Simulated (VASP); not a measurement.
A run of VASP 6.6.1:

Contents of INCAR:

```
PREC = Accurate ; ENCUT = 600
EDIFF = 1E-6 ; ISMEAR = 0
SIGMA = 0.03 ; LREAL = False
LASPH = True ; NELM = 80
ALGO = Normal ; ISIF = 3
LWAVE = False ; LCHARG = False
GGA = CA ; IBRION = 2
NSW = 90 ; EDIFFG = -0.01
```

File KPOINTS:

```
regular mesh
0
Gamma
  14 14 14
```

POSCAR

```
BN
1.0
    0.0000000000      1.8075000000      1.8075000000
    1.8075000000      0.0000000000      1.8075000000
    1.8075000000      1.8075000000      0.0000000000
B N
1 1
Direct
    0.0000000000      0.0000000000      0.0000000000
    0.2500000000      0.2500000000      0.2500000000
```

Potentials or basis: VASP PAW LDA potentials, release 64 (B, N).

The run is started by

```console
$ cat potpaw_LDA.64/B/POTCAR potpaw_LDA.64/N/POTCAR > POTCAR
$ mpirun -np 1 vasp_std > vasp.out
```

Hardware: 1 thread of Intel(R) Xeon(R) Platinum 8488C (Sapphire Rapids), with other jobs on the host.

Question: How long does it take, and how much memory?

Answer: Wall time 11 s on 1 thread of Intel(R) Xeon(R) Platinum 8488C (Sapphire Rapids), on a shared host, peak memory 0.12 GiB. Counts: scf iterations 24, k points 104, ion steps 3.
